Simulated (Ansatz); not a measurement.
Polymorphs of S (sheets)

Level of theory: Ansatz 0.2.0, DFT PBE+D3(BJ), scalar-relativistic, plane waves, PAW. Settings: cutoff 420 eV, Γ-centred meshes spaced at most about 0.3 Å⁻¹, and about 0.25 Å⁻¹ or finer for metals (2π included), Gaussian smearing. No spin polarisation.

Energies count from the standard state of S at the same level.

All energies are static (0 K, no zero-point motion). The comparison covers the computed candidates alone. The k mesh leaves some 4 meV/atom of noise in the energy of each metallic cell.

Invented guesses were relaxed alike, and ends that match in structure were merged. ΔE counts from the first row. Coordination counts all near atoms (those within 1.25 times the shortest such distance or 1.15 times the sum of covalent radii, 1.27 where that leaves under three; a slash parts the counts of unlike sites). All are two-dimensional sheets, periodic along a and b, with vacuum along c.

| # | reached from | layer group | atoms | Å²/atom | coordination | ΔE (meV/atom) | gap on mesh (eV) |
| --- | --- | --- | --- | --- | --- | --- | --- |
| 1 | sheets of the Se type as a bilayer | pmma (No. 41) | 2 | 2.8 | S 4 | 0 | 0.00 |
| 2 | sheets of the Se type as a bilayer | p4/mmm (No. 61) | 2 | 2.8 | S 4 | 1 | 0.00 |
| 3 | sheets of the As type as a bilayer | p-3m1 (No. 72) | 4 | 2.3 | S 3/6 | 261 | 0.00 |

The first two are tied within the noise. The first: Layer group pmma (No. 41), a = 2.367 Å, b = 2.335 Å, γ = 90.0°, thickness 3.53 Å between the outermost nuclei. S at height 0.00 Å has 4 S at 2.34–2.37 Å. Its energy over the standard state is +0.46 eV/atom. So it is a metastable form at best.

```cif
data_structure
_symmetry_space_group_name_H-M 'P 1'
_symmetry_Int_Tables_number 1
_cell_length_a 2.3669
_cell_length_b 2.3353
_cell_length_c 30.7300
_cell_angle_alpha 90.000
_cell_angle_beta 90.000
_cell_angle_gamma 90.000
_cell_volume 169.86
loop_
_atom_site_label
_atom_site_type_symbol
_atom_site_fract_x
_atom_site_fract_y
_atom_site_fract_z
_atom_site_occupancy
S1 S 0.50000 0.50000 0.23541 1
S2 S 0.00000 0.50000 0.35034 1
```

The second: Layer group p4/mmm (No. 61), a = 2.353 Å, b = 2.353 Å, γ = 90.0°, thickness 3.51 Å between the outermost nuclei. S at height 0.00 Å has 4 S at 2.35 Å. Counting all near atoms, the first and the second both have S 4. Cells relaxed within their symmetry can be saddle points.

```cif
data_structure
_symmetry_space_group_name_H-M 'P 1'
_symmetry_Int_Tables_number 1
_cell_length_a 2.3527
_cell_length_b 2.3527
_cell_length_c 30.7300
_cell_angle_alpha 90.000
_cell_angle_beta 90.000
_cell_angle_gamma 90.000
_cell_volume 170.09
loop_
_atom_site_label
_atom_site_type_symbol
_atom_site_fract_x
_atom_site_fract_y
_atom_site_fract_z
_atom_site_occupancy
S1 S 0.50000 0.50000 0.23575 1
S2 S 0.50000 0.50000 0.34999 1
```
